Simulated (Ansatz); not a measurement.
## SnSe: relaxation of cell and atoms

Level of theory: DFT, PBE, PAW with Ansatz's default frozen-core files, scalar-relativistic in Ansatz 0.2.0.

Command: `ansatz run input.yaml --threads 1 --pin off --max-ram 2048MiB --backend cpu --events-out ev --progress --plain --runs-dir out` The run took 110 s on 1 thread of Intel(R) Xeon(R) Platinum 8259CL CPU @ 2.50GHz (Skylake/Cascade Lake), on a shared host, peak memory 0.59 GiB.

```yaml
crystal:
  lattice:
    - [0.0, 3.0546685047, 3.0546685047]
    - [3.0546685047, 0.0, 3.0546685047]
    - [3.0546685047, 3.0546685047, 0.0]
  atoms:
    - { symbol: Sn, position: [0.0, 0.0, 0.0] }
    - { symbol: Se, position: [0.25, 0.25, 0.25] }
kpoints:
  mp_grid: { grid: [12, 12, 12] }
scf:
  occupations: { method: fermi_dirac, width: 0.05 }
hamiltonian:
  xc: pbe
  pseudopotentials: { kind: paw }
output:
  forces: true
  stress: true
relax:
  f_tol: 0.005
  max_steps: 80
  cell: {}
```

Spin–orbit coupling is left out, though it moves levels of the heavy atoms by tenths of an eV or more.

The cell is built from the zincblende type as a first guess.

The cutoff is 420 eV; energies and pressures of the walk include the program's estimate of the Pulay term.

Each frame lists the cell vectors (Å), then Cartesian positions (Å); symmetry keeps all forces zero. Free energies count from the first step, -11492.8800 eV.

The walk took 8 evaluations in all; steps that aren't listed are left out.

Step 1: E = 0.0 meV, P = 15.88 GPa

```
cell 0.0000 3.0547 3.0547 3.0547 0.0000 3.0547 3.0547 3.0547 0.0000
Sn    0.0000    0.0000    0.0000
Se    1.5273    1.5273    1.5273
```

Step 2: E = -589.0 meV, P = 6.70 GPa

```
cell 0.0000 3.2036 3.2036 3.2036 0.0000 3.2036 3.2036 3.2036 0.0000
Sn    0.0000    0.0000    0.0000
Se    1.6018    1.6018    1.6018
```

Step 3: E = -795.0 meV, P = 1.66 GPa

```
cell 0.0000 3.3327 3.3327 3.3327 0.0000 3.3327 3.3327 3.3327 0.0000
Sn    0.0000    0.0000    0.0000
Se    1.6664    1.6664    1.6664
```

Step 4: E = -812.4 meV, P = 0.18 GPa

```
cell 0.0000 3.3798 3.3798 3.3798 0.0000 3.3798 3.3798 3.3798 0.0000
Sn    0.0000    0.0000    0.0000
Se    1.6899    1.6899    1.6899
```

Step 5: E = -812.6 meV, P = 0.01 GPa

```
cell 0.0000 3.3859 3.3859 3.3859 0.0000 3.3859 3.3859 3.3859 0.0000
Sn    0.0000    0.0000    0.0000
Se    1.6930    1.6930    1.6930
```

Step 6: E = -817.0 meV, P = 0.09 GPa (the cell of the step before, solved again on a basis chosen afresh, hence the jump)

(1) How does the relaxation end?

Answers

(1) It converges, with a = 6.778 Å, b = 6.778 Å, c = 6.778 Å, α = 90.00°, β = 90.00°, γ = 90.00° (conventional cell, space group F-43m). The last solve (on a basis chosen afresh for the final cell, so its energy is not quite comparable) gives E = -817.1 meV, P = 0.01 GPa:
```
cell 0.0000 3.3889 3.3889 3.3889 0.0000 3.3889 3.3889 3.3889 0.0000
Sn    0.0000    0.0000    0.0000
Se    1.6945    1.6945    1.6945
```
